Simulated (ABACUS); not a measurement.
# NiO (Fm-3m) in ABACUS: notebook

Aim: see how the results for NiO move with the level of theory and the settings. Levels: PBE0-type (share 0.1), PBE0-type (share 0.25), PBE0-type (share 0.4), PBE, PBE+D2. Tasks: single point, relaxation of cell and atoms.

Program: ABACUS 3.10.1. These are calculated values, not measurements. Logs are shortened: lines on timing, memory, paths and dates and some standing lists are left out, and cuts for length are marked.

**1. The crystal as given**

The structure is cubic, space group Fm-3m (No. 225). The conventional cell has a = 4.172 Å, b = 4.172 Å, c = 4.172 Å, α = 90.00°, β = 90.00°, γ = 90.00°. Around Ni (site symmetry m-3m) lie 6 O at 2.09 Å. O (site symmetry m-3m) is surrounded by 6 Ni at 2.09 Å.

**2. Single point, PBE0-type (share 0.1), collinear spin, ferromagnetic start**

File INPUT:

```
INPUT_PARAMETERS
suffix              NiO
calculation         scf
basis_type          lcao
pseudo_dir          ./
orbital_dir         ./
symmetry            1
dft_functional      pbe0
ecutwfc             100
pseudo_rcut         7
nspin               2
nbands              17
ks_solver           genelpa
smearing_method     fd
smearing_sigma      0.00367493
scf_thr             1e-07
scf_nmax            100
mixing_type         broyden
mixing_beta         0.4
exx_hybrid_alpha    0.1
exx_separate_loop   1
scf_ene_thr         1e-05
exx_pca_threshold   0.001
exx_ccp_rmesh_times 2.5
out_mul             1
```

File STRU:

```
ATOMIC_SPECIES
Ni 58.6934 Ni_ONCV_PBE-1.2.upf
O 15.9990 O_ONCV_PBE-1.2.upf

NUMERICAL_ORBITAL
Ni_confined-atom_7au_3s2p2d1f.orb
O_confined-atom_6au_2s2p1d.orb

LATTICE_CONSTANT
1.8897261246

LATTICE_VECTORS
0.0000000000 2.0859016414 2.0859016414
2.0859016414 0.0000000000 2.0859016414
2.0859016414 2.0859016414 0.0000000000

ATOMIC_POSITIONS
Direct

Ni
0.0
1
0.0000000000 0.0000000000 0.0000000000 1 1 1 mag 1

O
0.0
1
0.5000000000 0.5000000000 0.5000000000 1 1 1 mag 0
```

File KPT:

```
K_POINTS
0
Gamma
5 5 5 0 0 0
```

Potentials or basis: SG15 ONCV 1.2 PBE, DZP LCAO (the cutoffs set its grid).

Launch:

```console
$ OMP_NUM_THREADS=8 abacus > log
```

running log:

```text
ABACUS v3.10.1

               Atomic-orbital Based Ab-initio Computation at UStc

 ------------------------------------------------------------------------------------

 READING GENERAL INFORMATION
                           global_out_dir = OUT.NiO/
                           global_in_card = INPUT
                               pseudo_dir = ./
                              orbital_dir = ./
                                    DSIZE = 1
                                    GSIZE = 1

 READING UNITCELL INFORMATION
                                    ntype = 2
                  lattice constant (Bohr) = 1.88973
              lattice constant (Angstrom) = 1

 READING ATOM TYPE 1
                               atom label = Ni
                      L=0, number of zeta = 3
                      L=1, number of zeta = 2
                      L=2, number of zeta = 2
                      L=3, number of zeta = 1
             number of atom for this type = 1
               magnetization of element 1 = 1

 READING ATOM TYPE 2
                               atom label = O
                      L=0, number of zeta = 2
                      L=1, number of zeta = 2
                      L=2, number of zeta = 1
             number of atom for this type = 1
               magnetization of element 2 = 0

                        TOTAL ATOM NUMBER = 2
DIRECT COORDINATES
    atom                   x                   y                   z     mag                  vx                  vy                  vz
taud_Ni1            0.0000000000        0.0000000000        0.0000000000  1.0000        0.0000000000        0.0000000000        0.0000000000
taud_O1            0.5000000000        0.5000000000        0.5000000000  0.0000        0.0000000000        0.0000000000        0.0000000000

                          Volume (Bohr^3) = 122.492
                             Volume (A^3) = 18.1514

 Lattice vectors: (Cartesian coordinate: in unit of a_0)
                   +0             +2.0859             +2.0859
              +2.0859                  +0             +2.0859
              +2.0859             +2.0859                  +0
 Reciprocal vectors: (Cartesian coordinate: in unit of 2 pi/a_0)
            -0.239704           +0.239704           +0.239704
            +0.239704           -0.239704           +0.239704
            +0.239704           +0.239704           -0.239704
 The esolver type has been set to : ksdft_lcao

                PAO radial cut off (Bohr) = 7

 Read in pseudopotential file is Ni_ONCV_PBE-1.2.upf
                     pseudopotential type = NC
          exchange-correlation functional = PBE
                 nonlocal core correction = 0
                        valence electrons = 18
                                     lmax = 2
                           number of zeta = 0
                     number of projectors = 6
                           L of projector = 0
                           L of projector = 0
                           L of projector = 1
                           L of projector = 1
                           L of projector = 2
                           L of projector = 2
 XC functional updated to : pbe0
          exchange-correlation functional = PBE0
                PAO radial cut off (Bohr) = 7

 Read in pseudopotential file is O_ONCV_PBE-1.2.upf
                     pseudopotential type = NC
          exchange-correlation functional = PBE
                 nonlocal core correction = 0
                        valence electrons = 6
                                     lmax = 1
                           number of zeta = 0
                     number of projectors = 4
                           L of projector = 0
                           L of projector = 0
                           L of projector = 1
                           L of projector = 1
 XC functional updated to : pbe0
          exchange-correlation functional = PBE0
     initial pseudo atomic orbital number = 0
 The readin total magnetization is 1

 SETUP THE ELECTRONS NUMBER
            electron number of element Ni = 18
      total electron number of element Ni = 18
             electron number of element O = 6
       total electron number of element O = 6
            AUTOSET number of electrons:  = 24
                           occupied bands = 12
                                   NLOCAL = 39
                                   NBANDS = 17
                                   NBANDS = 17
                                   NLOCAL = 39

%%%%%%%%%%%%%%%%%%%%%%%%%%%%%%%%%%%%%%%%%%%%%%%%%%%%%%%%%%%%%%%%%%%%%%%%%%%%%%%%%%%%%%%%%%%%%%%%%%%%%%%%%%
 Warning: the number of valence electrons in pseudopotential > 10 for Ni: [Ar] 3d8 4s2
 Pseudopotentials with additional electrons can yield (more) accurate outcomes, but may be less efficient.
 If you're confident that your chosen pseudopotential is appropriate, you can safely ignore this warning.
%%%%%%%%%%%%%%%%%%%%%%%%%%%%%%%%%%%%%%%%%%%%%%%%%%%%%%%%%%%%%%%%%%%%%%%%%%%%%%%%%%%%%%%%%%%%%%%%%%%%%%%%%%

 SETUP THE PLANE WAVE BASIS
 energy cutoff for charge/potential (unit:Ry) = 400
[... 93 lines left out ...]
                             nks(nspin=2) = 20
                          nkstot(nspin=2) = 20

[... K-POINTS CARTESIAN COORDINATES: 20 rows ...]

[... K-POINTS DIRECT COORDINATES: 20 rows ...]

 SETUP PLANE WAVES FOR WAVE FUNCTIONS
     energy cutoff for wavefunc (unit:Ry) = 100
              fft grid for wave functions = [ 36, 36, 36 ]
                    number of plane waves = 2741
                         number of sticks = 253

 PARALLEL PW FOR WAVE FUNCTIONS
     PROC   COLUMNS(POT)             PW
        1            253           2741
 --------------- sum -------------------
        1            253           2741

 SET NONLOCAL PSEUDOPOTENTIAL PROJECTORS
 SET NONLOCAL PSEUDOPOTENTIAL PROJECTORS
 max number of nonlocal projetors among all species is 6

 Auxiliary basis functions
		Ni		6 s		5 p		5 d		4 f		3 g		2 h		1 i
		O		4 s		3 p		3 d		2 f		1 g

 -------------------------------------------
 SELF-CONSISTENT
 -------------------------------------------

 SETUP SEARCHING RADIUS FOR PROGRAM TO SEARCH ADJACENT ATOMS
                  longest orb rcut (Bohr) = 7
   longest nonlocal projector rcut (Bohr) = 2.3
                     search radius (Bohr) = 18.6
              searching radius is (Bohr)) = 18.6
         searching radius unit is (Bohr)) = 1.89
                         PeriodicBoundary = 1
                        Radius(unit:lat0) = 9.84
                                   glayer = [ 6, 6, 6 ]
                             glayer_minus = [ 5, 5, 5 ]

Find the coordinate range of the input atom(unit:lat0).
                                  min_tau = [ -20.9, -20.9, -20.9 ]
                                  max_tau = [ 22.9, 22.9, 22.9 ]
                                BoxNumber = [ 11, 11, 11 ]

 SETUP EXTENDED REAL SPACE GRID FOR GRID INTEGRATION
                          real space grid = [ 36, 36, 36 ]
                 big cell numbers in grid = [ 9, 9, 9 ]
             meshcell numbers in big cell = [ 4, 4, 4 ]
                        extended fft grid = [ 14, 14, 14 ]
                dimension of extened grid = [ 38, 38, 38 ]
                            UnitCellTotal = 125
              Atom number in sub-FFT-grid = 2
    Local orbitals number in sub-FFT-grid = 39
                                ParaV.nnr = 135707
                                 init_chg = atomic

 LCAO ALGORITHM --------------- ION=   1  ELEC=   1--------------------------------
          total magnetism (Bohr mag/cell) = 0.95773
       absolute magnetism (Bohr mag/cell) = 0.957734
                        nelec for spin up = 12.4789
                      nelec for spin down = 11.5211
 DeltaE_womix = -4640.86 eV
[... 145 lines left out ...]
 Density error is 5.57315405258e-06
----------------------------------------------------------
     Energy           Rydberg                 eV
----------------------------------------------------------
 E_KohnSham     -340.1745754018      -4628.3125401954
 E_Harris       -340.1742885537      -4628.3086374259
 E_Fermi        1.1474882738         15.6123789117
----------------------------------------------------------

[... 47 further cycles ...]
 LCAO ALGORITHM --------------- ION=   1  ELEC=   7--------------------------------
          total magnetism (Bohr mag/cell) = 1.99997
       absolute magnetism (Bohr mag/cell) = 2.01424
                        nelec for spin up = 13
                      nelec for spin down = 11
 DeltaE_womix = -4.55548e-05 eV
[... 33 lines left out ...]
 Density error is 2.35691623496e-08
----------------------------------------------------------
     Energy           Rydberg                 eV
----------------------------------------------------------
 E_KohnSham     -340.1562746916      -4628.0635462593
 E_KS(sigma->0) -340.1562741834      -4628.0635393449
 E_Harris       -340.1562750407      -4628.0635510082
 E_band         -24.6708053123       -335.6635264965
 E_one_elec     -153.5919921284      -2089.7262601178
 E_Hartree      90.0154717591        1224.7233240821
 E_xc           -33.8594520472       -460.6814789998
 E_Ewald        -239.2233075094      -3254.8000765339
 E_entropy(-TS) -0.0000010164        -0.0000138287
 E_descf        0.0000000000         0.0000000000
 E_exx          -3.4969937493        -47.5790408613
 E_Fermi        1.1142403379         15.1600175369
----------------------------------------------------------

 LCAO ALGORITHM --------------- ION=   1  ELEC=   1--------------------------------
          total magnetism (Bohr mag/cell) = 1.99997
       absolute magnetism (Bohr mag/cell) = 2.01424
                        nelec for spin up = 13
                      nelec for spin down = 11
 DeltaE_womix = 0.0268916 eV
[... 97 lines left out ...]
 Density error is 4.52729477718e-08
----------------------------------------------------------
     Energy           Rydberg                 eV
----------------------------------------------------------
 E_KohnSham     -340.1562751182      -4628.0635520626
 E_KS(sigma->0) -340.1562746199      -4628.0635452839
 E_Harris       -340.1562755793      -4628.0635583361
 E_band         -24.6716754979       -335.6753659782
 E_one_elec     -153.5911214682      -2089.7144141782
 E_Hartree      90.0147205134        1224.7131028592
 E_xc           -33.8594472467       -460.6814136857
 E_Ewald        -239.2233075094      -3254.8000765339
 E_entropy(-TS) -0.0000009965        -0.0000135574
 E_descf        0.0000000000         0.0000000000
 E_exx          -3.4971184107        -47.5807369667
 E_Fermi        1.1143212487         15.1611183844
----------------------------------------------------------

 charge density convergence is achieved
 final etot is -4628.0635521 eV
 EFERMI = 15.161118384 eV

 STATE ENERGY(eV) AND OCCUPATIONS    NSPIN == 2
SPIN UP :
 1/10 kpoint (Cartesian) = 0.0000 0.0000 0.0000 (2085 pws)
       1       -91.8369     0.00800000
       2       -51.7562     0.00800000
       3       -51.7562     0.00800000
       4       -51.7562     0.00800000
       5       -6.01560     0.00800000
       6        10.7787     0.00800000
[... 9 lines left out ...]
      16        35.1598        0.00000
[... 82 lines left out ...]
       4       -51.7623       0.192000
       5       -4.53040       0.192000
       6        7.14617       0.192000
[... 9 lines left out ...]
      16        27.9211        0.00000
      17        31.0685        0.00000

[... levels at 14 further k points ...]

-------------------------------------------------
 Total Magnetism (uB)
-------------------------------------------------
                        Ni1         1.6827764928
                         O1         0.3171949193
-------------------------------------------------

 --------------------------------------------
 !FINAL_ETOT_IS -4628.063552062608 eV
 --------------------------------------------
```

It took 8.5 min on 8 threads of AMD EPYC 7R43 (Zen 3), shared host; peak memory 8.2 GiB.

What came out:

* Free energy: -4628.0636 eV
* Band gap on the k mesh: 0.82 eV, indirect (least direct gap 1.65 eV)
* Net moment: 2.00 μB per cell
* Absolute moment: 2.01 μB per cell
* Site moments: Ni +1.68; O +0.32 μB
* Mulliken charges: Ni +0.51; O -0.51 e

Caveat: the k mesh is coarse (spacing up to 0.52 Å⁻¹), so the values aren't converged, least of all with exact exchange; the atomic orbitals were generated for these runs and aren't a published set; gaps of hybrids in this basis differ from plane-wave ones by up to 0.1 eV; Mulliken charges move with the basis; an odd mesh through Γ misses points on the zone boundary, where band edges often lie; the basis of atomic orbitals isn't converged, which shifts pressures, moduli and gaps; a cell with one magnetic atom can't hold antiferromagnetic order, which such compounds often take.

[end of part 1 of 2]
